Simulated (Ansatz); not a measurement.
Level of theory: DFT PBE, scalar-relativistic, plane waves, PAW in Ansatz 0.2.0. Settings: cutoff 420 eV, Γ-centred meshes spaced at most about 0.3 Å⁻¹ (2π included), Gaussian smearing. Spin is collinear.

These are static total energies at zero pressure.

Compare these two cells of Al₂O₅, each relaxed at this level.

A. (parallel moments up to 0.6 μB)

```
CELL_PARAMETERS angstrom
2.90819 0.00000 0.00000
-1.45409 2.51856 0.00000
0.00000 0.00000 12.21426
ATOMIC_POSITIONS crystal
Al 0.33333 0.66667 0.11263
Al 0.66667 0.33333 0.88737
O 0.66667 0.33333 0.16772
O 0.33333 0.66667 0.83228
O 0.00000 0.00000 0.00000
O 0.00000 0.00000 0.45017
O 0.00000 0.00000 0.54983
```

B. (parallel moments up to 0.6 μB)

```
CELL_PARAMETERS angstrom
2.97189 0.00000 0.00000
1.48506 7.39602 0.00000
0.00833 0.23935 12.34089
ATOMIC_POSITIONS crystal
Al 0.90220 0.20516 0.88920
Al 0.19992 0.53882 0.88802
Al 0.61430 0.87327 0.88682
Al 0.44108 0.12493 0.11091
Al 0.82164 0.45680 0.11337
Al 0.07289 0.79127 0.11205
O 0.02190 0.93711 0.54971
O 0.62401 0.73243 0.54827
O 0.01958 0.94222 0.45128
O 0.62181 0.73756 0.44982
O 0.45057 0.10118 0.83300
O 0.75318 0.43422 0.83472
O 0.16447 0.76740 0.83400
O 0.88525 0.22888 0.16715
O 0.26569 0.56273 0.16611
O 0.52134 0.89585 0.16539
O 0.93917 0.00203 0.00035
O 0.27566 0.32805 0.99980
O 0.76131 0.66508 0.00004
O 0.28764 0.33616 0.54860
O 0.35641 0.33884 0.45137
```

Task: Which is lower in energy, and by how much?

Result: B is lower, by 31 meV/atom. A has space group P-3m1 (No. 164), 12.8 Å³/atom and a gap of 0.62 eV on its mesh; B has space group P1 (No. 1), 12.9 Å³/atom and a gap of 1.28 eV. Counting O atoms around Al (those within 1.25 times the shortest such distance or 1.15 times the sum of covalent radii, 1.27 where that leaves under three; a plus sign parts nearer from farther groups), A has Al 3+3 and B has Al 3+2. A and B both hold O–O pairs. Origin: A, invented; B, invented, then shaken at random and relaxed again.

Weakly bound directions are ill-defined at this level, which has no dispersion term (P-3m1, P1), and this can change margins and order among such cells. Kohn–Sham gaps at this level usually fall short of measured ones. The magnetic state reached may not be the lowest. Cells relaxed within their symmetry can be saddle points. Some structure types and database cells were kept out of the candidates from the start, so a known form may be missing.
